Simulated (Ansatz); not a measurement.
ScAl3 in Ansatz: the effect of functional

ScAl3:

```
CELL_PARAMETERS angstrom
4.08781 0.00000 0.00000
0.00000 4.08781 0.00000
0.00000 0.00000 4.08781
ATOMIC_POSITIONS crystal
Sc 0.00000 0.00000 0.00000
Al 0.50000 0.50000 0.00000
Al 0.00000 0.50000 0.50000
Al 0.50000 0.00000 0.50000
```

The cell is a database's computed one.

Alike in all runs:

```yaml
Program: Ansatz 0.2.0
Task: projected density of states
Potentials_or_basis: Ansatz PAW
k_mesh: 4 × 4 × 4
Occupations: fermi-dirac, width 0.05 eV
Spin: no spin polarisation
```

One run gave: pressure 4.1 GPa. Which functional did it use?
A. PBE
B. BLYP
C. revPBE
D. HSE06
E. PBEsol

B.

| functional | cutoff | pressure (GPa) |
| --- | --- | --- |
| LDA | 420 eV (not typed: the program's choice for these potentials) | -3.4 |
| PBE | 420 eV (not typed: the program's choice for these potentials) | 1.4 |
| PBEsol | 420 eV (not typed: the program's choice for these potentials) | -0.9 |
| RPBE | 420 eV (not typed: the program's choice for these potentials) | 3.4 |
| revPBE | 420 eV (not typed: the program's choice for these potentials) | 2.9 |
| BLYP | 420 eV (not typed: the program's choice for these potentials) | 4.1 |
| r2SCAN | 500 eV (not typed: the program's choice for these potentials) | -0.1 |
| HSE06 | 420 eV (not typed: the program's choice for these potentials) | 0.4 |
| PBE0 | 420 eV (not typed: the program's choice for these potentials) | -0.2 |
| r2SCAN0 | 500 eV (not typed: the program's choice for these potentials) | -0.7 |

Caveats: all runs use coarse meshes; the density of states is complete only up to the lowest level of the last band computed; the PAW data sets come from PBE, with cores solved anew for the run's functional, which leaves a small shift of forces and pressure (some runs); the thresholds are loose for stress (some runs).
